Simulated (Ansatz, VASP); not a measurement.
# One calculation of Zn, two programs

File INCAR:

```
PREC = Accurate
ENCUT = 520
EDIFF = 1E-7
ISMEAR = -1
SIGMA = 0.1
LREAL = F
LASPH = T
NELM = 80
ALGO = Normal
ISIF = 2
LWAVE = F
LCHARG = F
GGA = B5
ALDAX = 1.0
AGGAX = 1.0
AGGAC = 1.0
ALDAC = 0.0
NBANDS = 12
```

The input KPOINTS:

```
regular mesh
0
Gamma
  15 15 15
```

Contents of POSCAR:

```
Zn
1.0
    0.0000000000      2.0580028037      2.0580028037
    2.0580028037      0.0000000000      2.0580028037
    2.0580028037      2.0580028037      0.0000000000
Zn
1
Direct
    0.0000000000      0.0000000000      0.0000000000
```

Input for Ansatz:

```yaml
crystal:
  lattice:
    - [0.0, 2.0580028037, 2.0580028037]
    - [2.0580028037, 0.0, 2.0580028037]
    - [2.0580028037, 2.0580028037, 0.0]
  atoms:
    - { symbol: Zn, position: [0.0, 0.0, 0.0] }
hamiltonian:
  xc: blyp
  pseudopotentials:
    kind: paw
    azcp:
      Zn: "pseudopotentials/Zn.paw.azcp"
basis:
  ecutwfc: 420
  fft_grid_basis: typed
kpoints:
  mp_grid: { grid: [15, 15, 15], shift: [0, 0, 0] }
magnetization:
  spin_polarized: false
scf:
  occupations: { method: fermi_dirac, width: 0.1 }
  lower_state_search: "off"
output:
  stress: true
  write_density: true
  write_potential: true
  elf: true
  volumetric_format: npy
```

Alike in both runs: task single point; functional BLYP; k mesh 15 × 15 × 15; occupations fermi-dirac, width 0.1 eV; no spin polarisation.

```csv
,VASP,Ansatz
version,VASP 6.6.1,Ansatz 0.2.0
potentials or method,"VASP PAW PBE potentials, release 64 (Zn)","plane waves (420 eV) with PAW, scalar-relativistic"
plane-wave cutoff (eV),520,420
valence electrons in the cell,12,12
```

Ansatz gave:

* pressure (GPa): -1.3

Which values does VASP return?

Pressure (GPa): -1.2.

Caveats: the PAW data sets were made with another functional, which shifts forces and pressure a little (VASP).
